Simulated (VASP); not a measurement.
Write the native input for VASP 6.6.1 that does the following.

```
Task                   : relaxation of the atoms
Functional             : LDA
Potentials or basis    : VASP PAW LDA potentials, release 64 (Na_pv, F)
Cutoff                 : 600 eV
k mesh                 : 10 × 10 × 10
Occupations            : gaussian, width 0.03 eV
Spin                   : no spin polarisation
Further INCAR settings : ALGO = Normal; EDIFF = 1e-07; IBRION = 2; EDIFFG = -0.01; NSW = 40
```

The structure of NaF (Villiaumite) lies in POSCAR:

```
NaF                                     
1.0
    0.0000000000      2.2031730959      2.2031730959
    2.2031730959      0.0000000000      2.2031730959
    2.2031730959      2.2031730959      0.0000000000
  Na              F             
     1     1
Direct
     0.0000000000000000    0.0000000000000000    0.0000000000000000
     0.5000000000000000    0.5000000000000000    0.5000000000000000
```

The cell isn't the ideal one: a relaxed cell with its volume scaled by 0.94.

One way to write it, as run:

INCAR

```
ALGO = Normal
EDIFF = 1E-7
EDIFFG = -0.01
ENCUT = 600
GGA = CA
IBRION = 2
ISIF = 2
ISMEAR = 0
LASPH = True
LCHARG = False
LREAL = False
LWAVE = False
NELM = 80
NSW = 40
PREC = Accurate
SIGMA = 0.03
```

KPOINTS

```
k-points
0
Gamma
  10 10 10
```

Potentials or basis: VASP PAW LDA potentials, release 64 (Na_pv, F).

Run with:

```sh
$ cat potpaw_LDA.64/Na_pv/POTCAR potpaw_LDA.64/F/POTCAR > POTCAR
$ mpirun -np 1 vasp_std > vasp.out
```

It gave:

```json
{"Pressure after relaxing": "4.5 GPa", "Band gap on the k mesh": "6.84 eV, direct"}
```

Caveat: the relaxation stopped at its first step, so nothing moved.

Run time: 6.4 s on 1 thread of AMD EPYC 9R45 96-Core Processor (Zen 5) (shared host), peak memory 0.11 GiB.
